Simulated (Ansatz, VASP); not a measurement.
## Two plane-wave programs on C

```
CELL_PARAMETERS angstrom
2.59356 0.00000 0.00000
-1.29678 2.24609 0.00000
0.00000 0.00000 8.30459
ATOMIC_POSITIONS crystal
C 0.00000 0.00000 0.09297
C 0.00000 0.00000 0.59297
C 0.00000 0.00000 0.40703
C 0.00000 0.00000 0.90703
C 0.33333 0.66667 0.15553
C 0.66667 0.33333 0.65553
C 0.33333 0.66667 0.34447
C 0.66667 0.33333 0.84447
```

Change from the starting cell: strain +0.0300 x Voigt [1, 1, 0, 0, 0, 0], atoms carried along.

Alike in both runs: task single point; functional PBE; k mesh 12 × 12 × 4; occupations gaussian, width 0.05 eV; no spin polarisation.

|  | VASP | Ansatz |
| --- | --- | --- |
| version | VASP 6.6.1 | Ansatz 0.2.0 |
| potentials or method | VASP PAW PBE potentials, release 64 (C) | scalar-relativistic, plane waves, PAW |
| plane-wave cutoff (eV) | 520 | 420 |
| valence electrons in the cell | 32 | 32 |

```csv
,VASP,Ansatz,Ansatz less VASP
gap on the k mesh at the Fermi level (eV),4.06,4.07,+0.011
least direct gap on the mesh (eV),4.83,4.84,+0.010
pressure (GPa),-22.0,-22.4,-0.43
largest component of the traceless stress (GPa),20.80,20.71,-0.081
rms of the force components (eV/Å),0.031,0.030,-0.0018
```

Atom by atom the forces differ by 0.004 eV/Å (rms over components). The functional is the same, so the differences come from potentials, cutoffs and numerics.

Caveats: so large a pressure means that the cell lies far from this level's equilibrium, or that cutoff or potentials fall short (VASP).
